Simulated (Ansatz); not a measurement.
TiCo: strain energy, fitted

TiCo, Pm-3m, a = 2.986 Å. The structure is a Materials Project entry; whether it is the stable form wasn't checked. Ansatz: PBE, PAW, 420 eV, Γ-centred 18×18×18 mesh on 2 atoms, Gaussian smearing 0.10 eV; collinear spin, largest moment 1.0 μB. Series: strain along c alone, the other axes held, atoms fixed by symmetry; x is the strain in per cent. y is the free energy over the unstrained cell, V0 = 13.306 Å³/atom.

| x (%) | y (meV/atom) |
| --- | --- |
| -3.0 | ? |
| -2.0 | 4.39 |
| -1.0 | 1.05 |
| 0.0 | 0.00 |
| 1.0 | 1.12 |
| 2.0 | 4.24 |
| 3.0 | 9.26 |

Problem. Fit y = c2 x² + c3 x³ to the other rows, turn c2 into a modulus, and predict the missing energy.

Solution. Least squares on the rows shown. y = 1.073 x² − 0.01371 x³. In eV per unit strain² c2 is 10.73; this is C33 with relaxed ions (E = ½ C33 V0 ε²): 2 × 10.73 × 160.2 / (13.306) = 258 GPa. The unstrained cell keeps some stress along the strain, worth a slope of 0.06 meV/atom per %, which the form leaves out. At x = -3.0 the fit asked for gives 10.03 meV/atom. The run gave 10.05 meV/atom, so the fit is 0.02 meV/atom too low, within the rms miss on the fitted rows (0.04 meV/atom).